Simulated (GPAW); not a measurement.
Here is a GPAW 26.7.0 calculation.

run.py

```python
from ase.dft.bandgap import bandgap
from ase.io import read, write
from ase.units import GPa
from gpaw import GPAW, PW

atoms = read('SnTe.xyz')

calc = GPAW(mode=PW(450),
            xc='PBE',
            kpts={'size': (6, 6, 6), 'gamma': True},
            occupations={'name': 'fermi-dirac', 'width': 0.05},
            nbands=19,
            maxiter=120,
            txt='gpaw.txt')
atoms.calc = calc
energy = atoms.get_potential_energy()
forces = atoms.get_forces()
stress = atoms.get_stress()
calc.write('gs.gpw')
write('result.traj', atoms)
print(f'Energy: {energy:.6f} eV')
print('Forces (eV/A):')
print(forces.round(4))
print('Stress (GPa):', (stress / GPa).round(3))
print('Fermi level:', round(calc.get_fermi_level(), 4), 'eV')
print(f'Gap: {bandgap(calc)[0]:.4f} eV, direct: {bandgap(calc, direct=True)[0]:.4f} eV')
```

File SnTe.xyz:

```xyz
2
Lattice="0.0000000000 3.1508500000 3.1508500000 3.1508500000 0.0000000000 3.1508500000 3.1508500000 3.1508500000 0.0000000000" Properties=species:S:1:pos:R:3 pbc="T T T"
Te     3.1508500000      3.1508500000      3.1508500000
Sn     0.0000000000      0.0000000000      0.0000000000
```

Potentials or basis: GPAW PAW data sets (gpaw-data 1.2.1), pw.

Run with:

```sh
$ OMP_NUM_THREADS=1 python run.py
```

Task: What does it give for the pressure?

Result: 1.2 GPa.

Task: Predict the band gap on the k mesh.

Result: 0.11 eV, direct.

Caveat: the cutoff is short for stress and forces, so pressures can be off by a GPa or more; spin-orbit coupling is left out, which moves the levels of the heavy elements.

**What was measured.**

From a printed reference work, textbook, for a bulk crystal of SnTe at 300 K: band gap 0.18 eV (direct).

Measured gap of SnTe: 0.18 eV (direct; 300 K; a printed reference work, textbook). This calculation gives 0.11 eV (-0.07 eV). Spin-orbit coupling on Sn, Te is left out. The value is that of PBE on a finite k mesh, which can miss the band edges, without temperature or zero-point motion. Semilocal functionals fall short of measured gaps as a rule.
